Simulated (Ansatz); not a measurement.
Cells of relaxed bulk TiC (Fm-3m, 10.17 Å³/atom, gap on the mesh 0.00 eV) whose upper half is shifted onto another sublattice; atoms and the cell's height are relaxed. Energies are the mean of the cell's two boundaries over the bulk on a matched mesh.

All numbers below come from DFT PBE, scalar-relativistic, plane waves, PAW (Ansatz 0.2.0).

Cutoff 420 eV; k points 12×8×2 on the computed 24-atom cell (Γ-centred); Gaussian smearing, width 0.10 eV; no spin polarisation.

Start ((110), species swapped):

```
CELL_PARAMETERS angstrom
3.06377 0.00000 0.00000
0.00000 4.33282 0.00000
0.00000 0.00000 18.38260
ATOMIC_POSITIONS crystal
Ti 0.00000 0.00000 0.00000
Ti 0.50000 0.50000 0.08333
C 0.00000 0.50000 0.00000
C 0.50000 0.00000 0.08333
Ti 0.00000 0.00000 0.16667
Ti 0.50000 0.50000 0.25000
C 0.00000 0.50000 0.16667
C 0.50000 0.00000 0.25000
Ti 0.00000 0.00000 0.33333
Ti 0.50000 0.50000 0.41667
C 0.00000 0.50000 0.33333
C 0.50000 0.00000 0.41667
C 0.00000 0.00000 0.50000
C 0.50000 0.50000 0.58333
Ti 0.00000 0.50000 0.50000
Ti 0.50000 0.00000 0.58333
C 0.00000 0.00000 0.66667
C 0.50000 0.50000 0.75000
Ti 0.00000 0.50000 0.66667
Ti 0.50000 0.00000 0.75000
C 0.00000 0.00000 0.83333
C 0.50000 0.50000 0.91667
Ti 0.00000 0.50000 0.83333
Ti 0.50000 0.00000 0.91667
```

Problem. Give the relaxed structure and its energy.

Solution. The free energy falls by 321 meV/atom.

```
boundary energy (mJ/m²)                  : 6320
boundary energy on a denser mesh (mJ/m²) : 6312
excess width (Å)                         : 0.35
gap on the mesh (eV)                     : 0
denser mesh                              : 21×12×4
```

Relaxed structure:
```yaml
crystal:
  lattice:
    - [3.06377, 0.00000, 0.00000]
    - [0.00000, 4.33282, 0.00000]
    - [0.00000, 0.00000, 19.08733]
  atoms:
    - { symbol: Ti, position: [0.00000, 0.00000, 0.01668] }
    - { symbol: Ti, position: [0.50000, 0.50000, 0.09246] }
    - { symbol: C, position: [0.00000, 0.50000, 0.98220] }
    - { symbol: C, position: [0.50000, 0.00000, 0.08550] }
    - { symbol: Ti, position: [0.00000, 0.00000, 0.17044] }
    - { symbol: Ti, position: [0.50000, 0.50000, 0.24623] }
    - { symbol: C, position: [0.00000, 0.50000, 0.16650] }
    - { symbol: C, position: [0.50000, 0.00000, 0.25017] }
    - { symbol: Ti, position: [0.00000, 0.00000, 0.32421] }
    - { symbol: Ti, position: [0.50000, 0.50000, 0.39999] }
    - { symbol: C, position: [0.00000, 0.50000, 0.33117] }
    - { symbol: C, position: [0.50000, 0.00000, 0.43447] }
    - { symbol: C, position: [0.00000, 0.00000, 0.48220] }
    - { symbol: C, position: [0.50000, 0.50000, 0.58550] }
    - { symbol: Ti, position: [0.00000, 0.50000, 0.51668] }
    - { symbol: Ti, position: [0.50000, 0.00000, 0.59246] }
    - { symbol: C, position: [0.00000, 0.00000, 0.66650] }
    - { symbol: C, position: [0.50000, 0.50000, 0.75017] }
    - { symbol: Ti, position: [0.00000, 0.50000, 0.67044] }
    - { symbol: Ti, position: [0.50000, 0.00000, 0.74623] }
    - { symbol: C, position: [0.00000, 0.00000, 0.83117] }
    - { symbol: C, position: [0.50000, 0.50000, 0.93447] }
    - { symbol: Ti, position: [0.00000, 0.50000, 0.82421] }
    - { symbol: Ti, position: [0.50000, 0.00000, 0.89999] }
```

Small energy differences in metals hang on the k mesh (about 10 mJ/m² or 1 to 2 meV/atom on the mesh of the relaxation).

It took 14 min on 2 threads of Arm Neoverse V2 (shared host), peak memory 1.7 GiB.